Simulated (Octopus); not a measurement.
NiO in Octopus: the effect of starting spin order

The system is NiO.

```xyz
2
Lattice="0.0000 2.0859 2.0859 2.0859 0.0000 2.0859 2.0859 2.0859 0.0000" Properties=species:S:1:pos:R:3 pbc="T T T"
Ni    0.0000    0.0000    0.0000
O     2.0859    2.0859    2.0859
```

Alike in all runs:

- Program: Octopus 16.4
- Task: single point
- Functional: PBE
- Potentials or basis: pseudodojo_pbe (PseudoDojo 0.5, PBE)
- Grid spacing: 0.134 Å
- k mesh: 9 × 9 × 9
- Occupations: fermi-dirac, width 0.05 eV

| starting spin order | energy over the lowest run (meV/atom) | final net moment (μB) | final largest site moment (μB) |
| --- | --- | --- | --- |
| ferromagnetic start | 0.0 | 1.84 | 1.55 |
| ferromagnetic start larger moments | 0.0 | 1.84 | 1.55 |
| no spin | ? | ? | ? |
| random start | 0.0 | -1.84 | 1.55 |

Q: What does the run with starting spin order no spin give?

A: Energy over the lowest run 77.7 meV/atom; final net moment 0.00 μB; final largest site moment 0.00 μB.

Caveats: a cell with one magnetic atom can't hold antiferromagnetic order, which such compounds often take (some runs).
